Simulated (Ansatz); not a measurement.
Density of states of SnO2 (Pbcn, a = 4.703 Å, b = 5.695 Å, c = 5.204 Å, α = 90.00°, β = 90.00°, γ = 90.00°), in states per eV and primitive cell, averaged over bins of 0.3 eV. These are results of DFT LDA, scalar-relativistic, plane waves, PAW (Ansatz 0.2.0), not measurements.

Settings: cutoff 420 eV, Γ-centred mesh 6×6×6 on the computed 12-atom cell, Gaussian smearing of 0.02 eV; no spin polarisation.

The cell is relaxed at this level. The states (both spins) are summed by tetrahedra on a 9×9×9 mesh at the self-consistent density. Energies are bin centres; the table starts no lower than −8 eV and ends at 6 eV, or lower where the solved bands end.

The gap is 1.50 eV at this level, with the zero inside it.

| E − E_F (eV) | total | O 2p | Sn 5s | Sn 5p | O 2s |
| --- | --- | --- | --- | --- | --- |
| -7.90 | 5.12 | 2.94 | 1.73 | 0.20 | 0.20 |
| -7.60 | 3.69 | 2.12 | 1.19 | 0.15 | 0.19 |
| -7.30 | 2.64 | 1.53 | 0.77 | 0.12 | 0.18 |
| -7.00 | 3.36 | 1.99 | 0.90 | 0.17 | 0.26 |
| -6.70 | 1.88 | 1.14 | 0.46 | 0.11 | 0.14 |
| -6.40 | 1.84 | 1.14 | 0.40 | 0.13 | 0.13 |
| -6.10 | 1.42 | 0.93 | 0.24 | 0.15 | 0.08 |
| -5.80 | 2.42 | 1.70 | 0.18 | 0.42 | 0.09 |
| -5.50 | 5.13 | 3.74 | 0.17 | 1.03 | 0.12 |
| -5.20 | 5.47 | 4.05 | 0.17 | 1.04 | 0.12 |
| -4.90 | 5.48 | 4.11 | 0.12 | 1.03 | 0.15 |
| -4.60 | 7.78 | 5.93 | 0.13 | 1.36 | 0.24 |
| -4.30 | 6.51 | 5.05 | 0.13 | 1.02 | 0.21 |
| -4.00 | 6.85 | 5.45 | 0.11 | 0.98 | 0.20 |
| -3.70 | 6.40 | 5.17 | 0.09 | 0.82 | 0.21 |
| -3.40 | 5.68 | 4.65 | 0.07 | 0.63 | 0.21 |
| -3.10 | 6.37 | 5.44 | 0.05 | 0.59 | 0.16 |
| -2.80 | 7.04 | 6.20 | 0.04 | 0.49 | 0.16 |
| -2.50 | 6.54 | 5.86 | 0.04 | 0.33 | 0.15 |
| -2.20 | 9.05 | 8.36 | 0.03 | 0.29 | 0.13 |
| -1.90 | 10.29 | 9.78 | 0.02 | 0.13 | 0.06 |
| -1.60 | 17.63 | 17.01 | 0.02 | 0.09 | 0.04 |
| -1.30 | 9.93 | 9.66 | 0.01 | 0.05 | 0.02 |
| -1.00 | 14.42 | 14.12 | 0.01 | 0.08 | 0.03 |
| -0.70 | 2.75 | 2.70 | 0.00 | 0.02 | 0.01 |
| -0.40 | 0.00 | 0.00 | 0.00 | 0.00 | 0.00 |
| -0.10 | 0.00 | 0.00 | 0.00 | 0.00 | 0.00 |
| 0.20 | 0.00 | 0.00 | 0.00 | 0.00 | 0.00 |
| 0.50 | 0.00 | 0.00 | 0.00 | 0.00 | 0.00 |
| 0.80 | 0.00 | 0.00 | 0.00 | 0.00 | 0.00 |
| 1.10 | 0.05 | 0.01 | 0.03 | 0.00 | 0.02 |
| 1.40 | 0.10 | 0.02 | 0.05 | 0.00 | 0.03 |
| 1.70 | 0.16 | 0.03 | 0.07 | 0.01 | 0.04 |
| 2.00 | 0.22 | 0.06 | 0.10 | 0.01 | 0.05 |
| 2.30 | 0.31 | 0.08 | 0.13 | 0.02 | 0.07 |
| 2.60 | 0.41 | 0.12 | 0.17 | 0.03 | 0.09 |
| 2.90 | 0.55 | 0.16 | 0.23 | 0.04 | 0.11 |
| 3.20 | 0.79 | 0.25 | 0.32 | 0.06 | 0.14 |
| 3.50 | 1.15 | 0.36 | 0.48 | 0.10 | 0.19 |
| 3.80 | 1.48 | 0.47 | 0.63 | 0.13 | 0.22 |
| 4.10 | 2.41 | 0.75 | 1.05 | 0.25 | 0.31 |
| 4.40 | 3.86 | 1.21 | 1.70 | 0.41 | 0.42 |
| 4.70 | 2.81 | 0.93 | 1.24 | 0.30 | 0.26 |
| 5.00 | 3.08 | 1.08 | 1.40 | 0.28 | 0.23 |
| 5.30 | 4.36 | 1.60 | 2.00 | 0.35 | 0.26 |
| 5.60 | 3.04 | 1.11 | 1.41 | 0.24 | 0.14 |

The columns after the total are the main Löwdin projections on the occupied valence shells of the potentials; 1 other is left out. The rest of the total lies in those, in shells that are empty in the free atom, which aren't projected, and between the atoms.

This form isn't the usual stable structure of the compound.